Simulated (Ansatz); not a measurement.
LiH in the h-MgO structure, relaxed with r2SCAN in the PAW code Ansatz. Space group P6_3/mmc (No. 194), hexagonal; conventional cell a = 3.255 Å, c = 4.069 Å, 9.33 Å³ an atom. Around Li lie 5 H at 1.88–2.03 Å; around H lie 5 Li at 1.88–2.03 Å.

The axes x, y and z are those of this cell:
```
Li H
1.0
     3.25482    0.00000    0.00000
    -1.62741    2.81876    0.00000
     0.00000    0.00000    4.06907
Li H
2 2
Direct
  0.33333 0.66667 0.25000
  0.66667 0.33333 0.75000
  0.66667 0.33333 0.25000
  0.33333 0.66667 0.75000
```

Unstrained: PBE gives an indirect gap of 1.839 eV, from Γ to K; the least direct gap is 3.075 eV at Γ. r2SCAN gives an indirect gap of 2.345 eV, from Γ to K; the least direct gap is 3.656 eV at Γ. The HSE06 gap is indirect, 2.739 eV (Γ to K), below the direct gap of 4.054 eV at Γ. Meshes: PBE 12×12×6, r2SCAN 12×12×6, HSE06 6×6×4. Strains are changes of length per length. After each strain the atoms were relaxed again with r2SCAN within the symmetry that the strain leaves, so tilts or polar shifts that break it weren't tested; points keep the names that they have in the unstrained zone. Simulation only: spin-unpolarised, and no claim that this is the phase found in nature.

(1) Estimate what biaxial -3.57 % in x and y, z held does to the gap.

(2) For epitaxial +2.85 % in the xy plane, how far does the free direction move, and what happens to the gap?

Answers

(1) PBE: the gap goes from 1.839 to 1.970 eV (+0.131 eV). r2SCAN: the gap goes from 2.345 to 2.503 eV (+0.158 eV). HSE06: the gap goes from 2.739 to 2.898 eV (+0.159 eV). The r2SCAN energy rises by 6.5 meV an atom.

(2) The normal strain at zero normal stress is -1.17 %, 0.41 of the in-plane strain with the sign turned. PBE: the gap goes from 1.839 to 1.650 eV (-0.189 eV). r2SCAN: the gap goes from 2.345 to 2.134 eV (-0.211 eV). HSE06: the gap goes from 2.739 to 2.525 eV (-0.214 eV).

The meshes of the hybrids are coarse, so their gaps aren't converged to the digits shown.
